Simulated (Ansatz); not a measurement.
## P in Ansatz: the effect of functional

The system is P, a slab with vacuum.

```
P
1.0
     3.23935    0.00000    0.00000
     0.00000   34.38593    0.00000
     0.00000    0.00000    4.56948
P
4
Direct
  0.50000 0.97026 0.90785
  0.50000 0.02974 0.09215
  0.00000 0.02974 0.40785
  0.00000 0.97026 0.59215
```

The cell isn't the ideal one: volume scaled by 0.96.

Alike in all runs:

| Quantity | Value |
| --- | --- |
| Program | Ansatz 0.2.0 |
| Task | single point |
| Potentials or basis | Ansatz PAW |
| k mesh | 8 × 1 × 6 |
| Occupations | fermi-dirac, width 0.05 eV |
| Spin | no spin polarisation |

```tsv
functional	cutoff	gap on the mesh (eV)	largest force (eV/Å)
LDA	420 eV (not typed: the program's choice for these potentials)	0.81	0.47
PBEsol	420 eV (not typed: the program's choice for these potentials)	?	?
r2SCAN	500 eV (not typed: the program's choice for these potentials)	1.08	0.48
```

**Question.** What does the run with functional PBEsol give?

**Answer.** gap on the mesh 0.85 eV; largest force 0.62 eV/Å.

Caveats: the PAW data sets come from PBE, with cores solved anew for the run's functional, which leaves a small shift of forces and pressure.

A k mesh can miss the band edges.
